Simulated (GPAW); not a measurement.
# SnCl2 (1T monolayer): G0W0 on several meshes in GPAW

Wanted: mesh dependence and cost of G0W0 for SnCl2 (1T monolayer).

Program: GPAW 26.7.0. Level of theory: LDA and many-body steps on it, plane waves. Results are calculated unless marked as measured.

### 1. Starting point

The cell holds 3 atoms: 1 Sn and 2 Cl. Cell: a = 4.113 Å, b = 4.113 Å, c = 13.800 Å, α = 90.0°, β = 90.0°, γ = 120.0°. Vacuum lies along c.

Structure file:

```xyz
3
Lattice="4.1129 0.0000 0.0000 -2.0564 3.5619 0.0000 0.0000 0.0000 13.8000" Properties=species:S:1:pos:R:3
Sn    0.0000    0.0000    6.9000
Cl    0.0000    2.3746    8.4013
Cl    2.0564    1.1873    5.3987
```

The structure was relaxed with LDA. The runs that relaxed it are not among those shown.

### 2. Empty states on the mesh, 6×6×1 mesh, 338 bands

This step: GPAW 26.7.0; DFT, LDA, plane waves, PAW.

The sums over transitions need many empty states on a uniform mesh; this step solves for them.

Contents of run.py:

```python
import json
import numpy as np
from gpaw.mpi import world
from gpaw import GPAW

calc = GPAW('gs.gpw').fixed_density(kpts={'size': (6, 6, 1), 'gamma': True},
    parallel={'domain': 1, 'band': 1},
    txt='nscf.txt')
calc.diagonalize_full_hamiltonian(nbands=338)
calc.write('full.gpw', mode='all')
res = {}
kpts = calc.get_ibz_k_points()
res['kpts'] = kpts
res['eigenvalues'] = [calc.get_eigenvalues(kpt=k) for k in range(len(kpts))]
res['n_electrons'] = calc.get_number_of_electrons()

if world.rank == 0:
    with open('result.json', 'w') as f:
        json.dump(res, f, default=lambda x: x.tolist())
```

Started as:

```bash
> mpirun -n 4 gpaw python run.py
```

Numbers of over 12 decimals in the logs are rounded to 6 here.

The log of the run:

```text
Diagonalizing LCAO Hamiltonian
Converting LCAO to pw mode
convergence criteria:
- Maximum integral of absolute [eigenst]ate change: 4e-08 eV^2 / valence electron
maximum number of iterations: 100

SCF iterations
|iter     |     time |      energy | eigst |  dens |
|iter:   1|  |             | +1.20 |       |
|iter:   2|  |             | +0.02 |       |
|iter:   3|  |             | -1.05 |       |
[...]
|iter:  10|  |             | -6.24 |       |
|iter:  11|  |             | -6.85 |       |
|iter:  12|  |             | -7.60c|       |
SCF steps: 12
  __  _  _
 | _ |_)|_||  |
 |__||  | ||/\| - 26.7.0

Input parameters:
  mode=PW(ecut=450.000000),
  convergence={'density': 1e-06, 'bands': -3},
  gpts=array([21, 21, 70]),
  kpts=MonkhorstPack(size=(6, 6, 1), gamma=True),
  maxiter=100,
  nbands=21,
  occupations=Occupations(name='fermi-dirac', width=0.001, fixmagmom=False),
  parallel={'domain': 1, 'band': 1},
  xc=XC(name='LDA')
Matrix size: 4337x4337
# Writing to full.gpw (mode='all')
  [... matrices ...]

timing:  # [seconds]
  Total: 146.206  # ━━━━━━━━━━━━━━━━━━━━━━━━━━━━━━━━━━━━━━━━━━━━━━━━━━━━━━━━━
```

It took 2.5 min on 4 MPI ranks of Arm Neoverse V1, shared host; peak memory 6.3 GiB; 10 min of CPU time.

Numbers from this step:

- gap: 2.116 eV
- k of the valence top: 0.3333, 0.3333, 0
- k of the conduction bottom: 0, 0, 0
- least direct gap: 2.913 eV
- k points computed: 7
- lowest point of the top converged band, above the valence top: 79.5125 eV

On this mesh the gap is 2.116 eV.

### 3. 6×6×1

Now the one-shot GW correction: screening in the RPA, then the self-energy of the levels asked for.

This step: G0W0 on LDA, plane waves, PAW.

Contents of run.py:

```python
import json
import numpy as np
from gpaw.mpi import world
from gpaw.response.g0w0 import G0W0

gw = G0W0('full.gpw',
    filename='gw',
    kpts=[0, 4],
    bands=(12, 16),
    ecut=24,
    nbands=53,
    truncation='2D',
    integrate_gamma='sphere',
    q0_correction=True,
    frequencies={'type': 'nonlinear', 'domega0': 0.15, 'omega2': 15.0},
    eta=0.1,
    nblocksmax=True)
gw.calculate()
res = {mode: {k: v for k, v in r.items() if k != 'sigma_eskwn'}
       for mode, r in gw.all_results.items()}

if world.rank == 0:
    with open('result.json', 'w') as f:
        json.dump(res, f, default=lambda x: x.tolist())
```

Started as:

```bash
> mpirun -n 4 gpaw python run.py
```

The log of the run:

```text
Using integrator: PointIntegrator
NonLinearFrequencyDescriptor(from 0.000 to 42.251 eV, 131 points)
Nonperiodic BCs:  [False False  True]
Using integrator: PointIntegrator
NonLinearFrequencyDescriptor(from 0.000 to 42.251 eV, 131 points)
Nonperiodic BCs:  [False False  True]
Applying analytical 2D correction to W:
    Evaluating Gamma point contribution to W on a 21x21x1 grid
  ___  _ _ _
 |   || | | |
 | | || | | |
 |__ ||_____|
 |___|

BZ k-points: Symmetries present (total): 12

  [... matrices ...]
36 k-points: 6 x 6 x 1 Monkhorst-Pack grid + [1/12,1/12,0.000000]
7 k-points in the irreducible part of the Brillouin zone
       k-points in crystal coordinates                weights
   0:     0.00000000    0.00000000    0.00000000          1/36
   1:     0.16666667    0.00000000    0.00000000          6/36
   2:     0.33333333   -0.16666667    0.00000000          6/36
   3:     0.33333333    0.00000000    0.00000000          6/36
   4:     0.33333333    0.33333333    0.00000000          2/36
   5:     0.50000000    0.33333333    0.00000000         12/36
   6:     0.50000000    0.50000000    0.00000000          3/36

Distributing spins, k-points and bands (1 x 2 x 4) over 1 process
Number of blocks: 4

Quasi particle states:
k-points (IBZ indices): [0, 4]
Band range: (12, 16)
  [... matrices ...]
Computational parameters:
Plane wave cut-off: 24 eV
Number of bands: 53
Coulomb cutoff: 2D
Broadening: 0.1 eV

fxc modes: GW
Kernel: RPA
Using full-frequency real axis integration
Summing all q:

Calculating screened Coulomb potential
2D Coulomb truncation
NonLinearFrequencyDescriptor(from 0.000 to 42.251 eV, 131 points)
Removing empty qpoint cache files...

Calculating chi0 body with:
    Ground state adapter containing:
    Number of spins: 1
    Number of kpoints: 36
    Number of irreducible kpoints: 7
    Number of completely occupied states: 14
    Number of partially occupied states: 14
    Occupied states memory: 6.594543 M / cpu

    Linear response parametrization:
    q_c: [1.3877787807814457e-17, 1.3877787807814457e-17, 0.0]
    Number of frequency points: 131
    Planewave cutoff: 24.0
    Number of bands: 53
    Number of planewaves: 53
    Broadening (eta): 0.1
    comm.size: 4
    kncomm.size: 1
    blockcomm.size: 4

    Memory estimate of potentially large arrays:
        chi0_wGG: 1.403728 M / cpu
Integrating chi0 body.

Symmetries of q_c:
    Direct symmetries (Uq -> q): 12
    Indirect symmetries (TUq -> q): 0
In total 12 allowed symmetries.

  [... matrices ...]
7 groups of equivalent kpoints. 80.555556% reduction.

Integral kind: spectral function
Integrating chi0 head and wings.

Symmetries of q_c:
    Direct symmetries (Uq -> q): 12
    Indirect symmetries (TUq -> q): 0
In total 12 allowed symmetries.

  [... matrices ...]
7 groups of equivalent kpoints. 80.555556% reduction.

Integral kind: spectral function wings

Calculating chi0 body with:
    Ground state adapter containing:
    Number of spins: 1
    Number of kpoints: 36
    Number of irreducible kpoints: 7
    Number of completely occupied states: 14
    Number of partially occupied states: 14
[... the further q-points ...]

Results:
f:      Occupation numbers
eps:     KS-eigenvalues [eV]
vxc:     KS vxc [eV]
exx:     Exact exchange [eV]
sigma:   Self-energies [eV]
dsigma:  Self-energy derivatives
Z:       Renormalization factors
qp:      QP-energies [eV]

k-point 0 (0): (0.000, 0.000, 0.000)                GW
band       f     eps     vxc     exx   sigma  dsigma       Z      qp
                                                                   GW
  12   1.000  -5.080 -16.125 -20.311   3.180  -0.360   0.735  -5.820
  13   1.000  -3.755 -16.094 -18.443   1.900  -0.279   0.782  -4.106
  14   0.000  -0.843 -11.242  -6.907  -2.182  -0.221   0.819   0.921
  15   0.000   1.061 -13.160  -8.257  -2.158  -0.234   0.810   3.285

k-point 1 (4): (0.333, 0.333, 0.000)                GW
band       f     eps     vxc     exx   sigma  dsigma       Z      qp
                                                                   GW
  12   1.000  -5.119 -16.380 -20.504   3.110  -0.355   0.738  -5.868
  13   1.000  -2.959 -17.318 -19.411   1.910  -0.271   0.787  -3.103
  14   0.000   1.330 -14.085  -9.306  -2.128  -0.245   0.803   3.458
  15   0.000   1.330 -14.085  -9.306  -2.128  -0.245   0.803   3.458
```

Wall time 28 s (4 MPI ranks); peak memory 1.3 GiB.

Numbers from this step:

| Item | Value |
| --- | --- |
| G0W0 gap on the points computed | 4.024 eV |
| least direct G0W0 gap on the computed points | 5.027 eV |
| Z at the valence top | 0.7867 |
| Z at the conduction bottom | 0.8192 |
| starting gap on the mesh | 2.116 eV |
| k of the valence top | 0.3333, 0.3333, 0 |
| k of the conduction bottom | 0, 0, 0 |

The gap on the mesh goes from 2.12 eV to 4.02 eV, a correction of +1.91 eV.

### 4. Empty states on the mesh, 9×9×1 mesh, 63 bands

This step: DFT, LDA, plane waves, PAW.

Contents of run.py:

```python
import json
import numpy as np
from gpaw.mpi import world
from gpaw import GPAW

calc = GPAW('gs.gpw').fixed_density(kpts={'size': (9, 9, 1), 'gamma': True},
    nbands=73,
    convergence={'bands': 63},
    txt='nscf.txt')
calc.write('full.gpw', mode='all')
res = {}
kpts = calc.get_ibz_k_points()
res['kpts'] = kpts
res['eigenvalues'] = [calc.get_eigenvalues(kpt=k) for k in range(len(kpts))]
res['n_electrons'] = calc.get_number_of_electrons()

if world.rank == 0:
    with open('result.json', 'w') as f:
        json.dump(res, f, default=lambda x: x.tolist())
```

Started as:

```bash
> mpirun -n 4 gpaw python run.py
```

The log of the run:

```text
Diagonalizing LCAO Hamiltonian
Converting LCAO to pw mode
convergence criteria:
- Maximum integral of absolute [eigenst]ate change: 4e-08 eV^2 / valence electron
maximum number of iterations: 100

SCF iterations
|iter     |     time |      energy | eigst |  dens |
|iter:   1|  |             | +3.64 |       |
|iter:   2|  |             | +2.27 |       |
|iter:   3|  |             | +1.24 |       |
[...]
|iter:  13|  |             | -6.48 |       |
|iter:  14|  |             | -7.03 |       |
|iter:  15|  |             | -7.57c|       |
SCF steps: 15
  __  _  _
 | _ |_)|_||  |
 |__||  | ||/\| - 26.7.0

Input parameters:
  mode=PW(ecut=450.000000),
  convergence={'bands': 63},
  gpts=array([21, 21, 70]),
  kpts=MonkhorstPack(size=(9, 9, 1), gamma=True),
  maxiter=100,
  nbands=73,
  occupations=Occupations(name='fermi-dirac', width=0.001, fixmagmom=False),
  parallel={},
  xc=XC(name='LDA')
# Writing to full.gpw (mode='all')
  [... matrices ...]

timing:  # [seconds]
  Total: 0.050  # ━━━━━━━━━━━━━━━━━━━━━━━━━━━━━━━━━━━━━━━━━━━━━━━━━━━━━━━━━━━
```

Run time: 29 s. Hardware: 4 MPI ranks; peak memory 0.9 GiB; 1.9 min of CPU time.

This step gave:

```
gap                                                           : 2.116 eV
k of the valence top                                          : 0.3333, 0.3333, 0
k of the conduction bottom                                    : 0, 0, 0
least direct gap                                              : 2.913 eV
k points computed                                             : 12
lowest point of the top converged band, above the valence top : 23.03 eV
```

On this mesh the gap is 2.116 eV.

### 5. 9×9×1

This step: G0W0 on LDA, plane waves, PAW.

Contents of run.py:

```python
import json
import numpy as np
from gpaw.mpi import world
from gpaw.response.g0w0 import G0W0

gw = G0W0('full.gpw',
    filename='gw',
    kpts=[0, 6],
    bands=(12, 16),
    ecut=24,
    nbands=53,
    truncation='2D',
    integrate_gamma='sphere',
    q0_correction=True,
    frequencies={'type': 'nonlinear', 'domega0': 0.15, 'omega2': 15.0},
    eta=0.1,
    nblocksmax=True)
gw.calculate()
res = {mode: {k: v for k, v in r.items() if k != 'sigma_eskwn'}
       for mode, r in gw.all_results.items()}

if world.rank == 0:
    with open('result.json', 'w') as f:
        json.dump(res, f, default=lambda x: x.tolist())
```

Started as:

```bash
> mpirun -n 4 gpaw python run.py
```

The log of the run:

```text
Using integrator: PointIntegrator
NonLinearFrequencyDescriptor(from 0.000 to 42.251 eV, 131 points)
Nonperiodic BCs:  [False False  True]
Using integrator: PointIntegrator
NonLinearFrequencyDescriptor(from 0.000 to 42.251 eV, 131 points)
Nonperiodic BCs:  [False False  True]
Applying analytical 2D correction to W:
    Evaluating Gamma point contribution to W on a 15x15x1 grid
  ___  _ _ _
 |   || | | |
 | | || | | |
 |__ ||_____|
 |___|

BZ k-points: Symmetries present (total): 12

  [... matrices ...]
81 k-points: 9 x 9 x 1 Monkhorst-Pack grid
12 k-points in the irreducible part of the Brillouin zone
       k-points in crystal coordinates                weights
   0:     0.00000000    0.00000000    0.00000000          1/81
   1:     0.11111111    0.00000000    0.00000000          6/81
   2:     0.22222222   -0.11111111    0.00000000          6/81
[...]
9:     0.44444444    0.00000000    0.00000000          6/81
          ...
  11:     0.44444444    0.44444444    0.00000000          6/81

Distributing spins, k-points and bands (1 x 2 x 4) over 1 process
Number of blocks: 4

Quasi particle states:
k-points (IBZ indices): [0, 6]
Band range: (12, 16)
  [... matrices ...]
Computational parameters:
Plane wave cut-off: 24 eV
Number of bands: 53
Coulomb cutoff: 2D
Broadening: 0.1 eV

fxc modes: GW
Kernel: RPA
Using full-frequency real axis integration
Summing all q:

Calculating screened Coulomb potential
2D Coulomb truncation
NonLinearFrequencyDescriptor(from 0.000 to 42.251 eV, 131 points)
Removing empty qpoint cache files...

Calculating chi0 body with:
    Ground state adapter containing:
    Number of spins: 1
    Number of kpoints: 81
    Number of irreducible kpoints: 12
    Number of completely occupied states: 14
[...]
Linear response parametrization:
    q_c: [0.0, 0.0, 0.0]
    Number of frequency points: 131
    Planewave cutoff: 24.0
    Number of bands: 53
    Number of planewaves: 53
    Broadening (eta): 0.1
    comm.size: 4
    kncomm.size: 1
    blockcomm.size: 4

    Memory estimate of potentially large arrays:
        chi0_wGG: 1.403728 M / cpu
Integrating chi0 body.

Symmetries of q_c:
    Direct symmetries (Uq -> q): 12
    Indirect symmetries (TUq -> q): 0
In total 12 allowed symmetries.

  [... matrices ...]
12 groups of equivalent kpoints. 85.185185% reduction.

Integral kind: spectral function
Integrating chi0 head and wings.

Symmetries of q_c:
    Direct symmetries (Uq -> q): 12
    Indirect symmetries (TUq -> q): 0
In total 12 allowed symmetries.

  [... matrices ...]
12 groups of equivalent kpoints. 85.185185% reduction.

Integral kind: spectral function wings

Calculating chi0 body with:
    Ground state adapter containing:
    Number of spins: 1
    Number of kpoints: 81
    Number of irreducible kpoints: 12
    Number of completely occupied states: 14
    Number of partially occupied states: 14
[... the further q-points ...]

Results:
f:      Occupation numbers
eps:     KS-eigenvalues [eV]
vxc:     KS vxc [eV]
exx:     Exact exchange [eV]
sigma:   Self-energies [eV]
dsigma:  Self-energy derivatives
Z:       Renormalization factors
qp:      QP-energies [eV]

k-point 0 (0): (0.000, 0.000, 0.000)                GW
band       f     eps     vxc     exx   sigma  dsigma       Z      qp
                                                                   GW
  12   1.000  -5.080 -16.125 -20.311   3.203  -0.361   0.735  -5.802
  13   1.000  -3.755 -16.094 -18.443   1.921  -0.287   0.777  -4.088
  14   0.000  -0.843 -11.242  -6.911  -2.198  -0.220   0.820   0.905
[...]
k-point 1 (6): (0.333, 0.333, 0.000)                GW
band       f     eps     vxc     exx   sigma  dsigma       Z      qp
                                                                   GW
[...]
14   0.000   1.330 -14.085  -9.306  -2.147  -0.252   0.799   3.431
  15   0.000   1.330 -14.085  -9.306  -2.147  -0.252   0.799   3.431
```

Run time: 100 s. Hardware: 4 MPI ranks; peak memory 2.1 GiB; 6.7 min of CPU time.

This step gave:

* G0W0 gap on the points computed: 3.988 eV
* least direct G0W0 gap on the computed points: 4.994 eV
* Z at the valence top: 0.7847
* Z at the conduction bottom: 0.8196
* starting gap on the mesh: 2.116 eV
* k of the valence top: 0.3333, 0.3333, 0
* k of the conduction bottom: 0, 0, 0

Against G0W0 in GPAW (6×6×1 mesh, 53 bands, screening to 24 eV, full frequency, Hilbert transform), the gap moves by −0.036 eV.

### 6. Side by side

Times are wall times on 4 MPI ranks of Arm Neoverse V1, shared host, good to a factor of about two.

```csv
run,mesh,bands,screening cutoff (eV),DFT gap (eV),gap on the mesh (eV),direct (eV),time
6×6×1,6×6×1,53,24,2.116,4.024,5.027,28 s
9×9×1,9×9×1,53,24,2.116,3.988,4.994,100 s
```

### 7. Outcome

```
6×6×1        : 4.024 eV
9×9×1        : 3.988 eV
known limits : not at the basis limit; no spin-orbit coupling
```

9×9×1: −0.036 eV against 6×6×1. Bands and cutoff are finite, so the gap is not at the basis limit. The miss can reach some tenths of an eV and take either sign; the mesh is an error of its own. These stock PAW sets were not made for GW. In the G0W0 runs levels were corrected at 2 k points alone, so a gap called «on the mesh» is the least over those, and an edge elsewhere would be missed. Mesh or cutoff lie under what a gap needs, so these runs test behaviour and cost; their gaps are not to be quoted. The many-body steps are scalar-relativistic: spin-orbit coupling is not in them.

[Paths, hosts, dates, memory and timing lines, banners, echoed tables and standing remarks are left out of the program output.]

[Logs are printed without paths, hosts, clocks, repeated set-up lines and the standing remarks that a program may print on its own settings, such as how far it seeks lower states.]

[Runs of the session that timed out or met a known fault of the program may be left out.]

[Hosts, paths, dates, database ids (printed as entryN), source tags and the programs' standing remarks are cut or masked in the printed files.]
